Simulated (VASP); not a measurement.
**A VASP 6.6.1 single-point calculation on PbSe**

INCAR

```
LREAL = .FALSE.
GGA = PE
LWAVE = .FALSE.
SIGMA = 0.02
PREC = Accurate
ISIF = 2
NELM = 120
NBANDS = 17
ENCUT = 520
ISMEAR = -1
IBRION = -1
LCHARG = .FALSE.
LASPH = .TRUE.
ALGO = Fast
NSW = 0
EDIFF = 1E-7
```

KPOINTS

```
KPOINTS created by Atomic Simulation Environment
0
Gamma
8 8 8
0 0 0
```

POSCAR

```
Pb Se
 1.0000000000000000
     0.0000000000000000    3.0887022202000001    3.0034540389000002
     3.0887022202000001    0.0000000000000000    3.0034540389000002
     3.0887022202000001    3.0887022202000001    0.0000000000000000
 Pb  Se
   1   1
Cartesian
  0.0000000000000000  0.0000000000000000  0.0000000000000000
  3.0887022202000001  3.0887022202000001  3.0034540389000002
```

The recommended PBE PAW datasets give the neutral cell 20 valence electrons.

Command

```
mpirun -np 1 vasp_std
```

Q: Predict the outcome of this run.

A: It converged. Results: gap between bands v and c on the k mesh 0.27 eV; least direct gap on the k mesh 0.27 eV; pressure 2.6 GPa. Band v is the last that the valence electrons fill when counted band by band, and c is the next.

OSZICAR

```
N       E                     dE             d eps       ncg     rms          rms(c)
DAV:   1     0.158463097375E+03    0.15846E+03   -0.95154E+03  2014   0.120E+03
DAV:   2     0.313819689829E+01   -0.15532E+03   -0.14977E+03  2135   0.306E+02
DAV:   3    -0.818078549070E+01   -0.11319E+02   -0.11244E+02  2579   0.890E+01
DAV:   4    -0.844677766539E+01   -0.26599E+00   -0.26576E+00  2589   0.153E+01
DAV:   5    -0.845459694755E+01   -0.78193E-02   -0.78189E-02  2871   0.247E+00    0.278E+00
RMM:   6    -0.816765749903E+01    0.28694E+00   -0.30226E-01  2354   0.312E+00    0.157E+00
RMM:   7    -0.816345109287E+01    0.42064E-02   -0.13198E-01  2799   0.203E+00    0.861E-01
RMM:   8    -0.816603943076E+01   -0.25883E-02   -0.11172E-02  2367   0.124E+00    0.141E-01
RMM:   9    -0.816517809809E+01    0.86133E-03   -0.42664E-03  2679   0.566E-01    0.703E-02
RMM:  10    -0.816528554855E+01   -0.10745E-03   -0.89176E-04  3114   0.299E-01    0.164E-02
RMM:  11    -0.816530792056E+01   -0.22372E-04   -0.18950E-04  3117   0.107E-01    0.709E-03
RMM:  12    -0.816530934314E+01   -0.14226E-05   -0.24972E-05  3109   0.389E-02    0.253E-03
RMM:  13    -0.816530979162E+01   -0.44848E-06   -0.38379E-06  2978   0.150E-02    0.990E-04
RMM:  14    -0.816530989904E+01   -0.10742E-06   -0.57745E-07  2116   0.638E-03    0.434E-04
RMM:  15    -0.816530998229E+01   -0.83242E-07   -0.11449E-07  1518   0.334E-03
   1 F= -.81653100E+01 E0= -.81653069E+01  d E =-.620076E-05
```

Standard output (part)

```
POSCAR found type information on POSCAR PbSe
 POSCAR found :  2 types and       2 ions
 LDA part: xc-table for (Slater+PW92), standard interpolation
 POSCAR, INCAR and KPOINTS ok, starting setup
 WAVECAR not read
 entering main loop
```

For comparison, a separate PBE run of the intended cell, on usual settings and not on those above, gives a gap of 0.27 eV on its mesh and a pressure of 2.6 GPa.
